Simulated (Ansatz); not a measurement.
Response of CoO to small distortions

```
Co O
1.0
    -1.50800    1.50800    2.10725
     1.50800   -1.50800    2.10725
     1.50800    1.50800   -2.10725
Co O
1 1
Direct
  0.00000 0.00000 0.00000
  0.50000 0.50000 0.00000
```

Atoms are numbered in the order listed.

The cell is COD entry 1528838, as deposited and not checked against the literature; nothing was relaxed.

Semilocal functionals without U often leave such compounds metallic or with too small a gap, and the real magnetic order may differ.

The magnetic state is the one reached from the start moments; no search over orders was made, so it needn't be the ground state.

All numbers below come from DFT, PBE, all-electron LAPW, scalar-relativistic in Ansatz 0.2.0.

Settings: a Γ-centred 13×13×15 k mesh, Fermi–Dirac smearing of 0.03 eV, basis error target 1 meV/atom, spin-polarised from start moments Co1 2 μB; this mesh doesn't keep the crystal's whole symmetry, which leaves small spurious terms.

The unchanged cell is at -0.03 GPa.

In a metal, stresses and small energies carry noise from the k mesh.

x, y and z are the Cartesian axes of the cell as listed; fractional coordinates follow a strain, and an engineering shear is twice the off-diagonal strain component.

With equal xy, yz and zx engineering shear strains of -3 %: energy change -2 meV/atom; stress change (xx, yy, zz, yz, xz, xy) -0.20, -0.20, 0.23, -0.56, -0.56, 0.10 GPa, compression positive; moment 2.93 → 2.90 μB.

(1) With this change (equal xy, yz and zx engineering shear strains of -1 %), what becomes of the energy and stress and moment?

(2) With this change (equal xy, yz and zx engineering shear strains of +2 %), what becomes of the energy and stress and moment?

(3) With this change (equal xy, yz and zx engineering shear strains of -2 %), what becomes of the energy and stress and moment?

(4) With this change (equal xy, yz and zx engineering shear strains of +1 %), what becomes of the energy and stress and moment?

(5) With this change (equal xy, yz and zx engineering shear strains of +3 %), what becomes of the energy and stress and moment?

## Answers

(1) Energy change under 1 meV/atom; stress change (xx, yy, zz, yz, xz, xy) -0.02, -0.02, 0.06, -0.45, -0.45, 0.02 GPa, compression positive; moment 2.93 → 2.93 μB.

(2) Energy change under 1 meV/atom; stress change (xx, yy, zz, yz, xz, xy) 0.09, 0.09, 0.04, 0.52, 0.52, -0.27 GPa, compression positive; moment 2.93 → 2.93 μB.

(3) Energy change under 1 meV/atom; stress change (xx, yy, zz, yz, xz, xy) -0.09, -0.09, 0.16, -0.63, -0.63, 0.06 GPa, compression positive; moment 2.93 → 2.92 μB.

(4) Energy change under 1 meV/atom; stress change (xx, yy, zz, yz, xz, xy) 0.03, 0.03, 0.02, 0.41, 0.41, -0.08 GPa, compression positive; moment 2.93 → 2.93 μB.

(5) Energy change -1 meV/atom; stress change (xx, yy, zz, yz, xz, xy) 0.15, 0.15, 0.06, 0.41, 0.41, -0.49 GPa, compression positive; moment 2.93 → 2.92 μB.
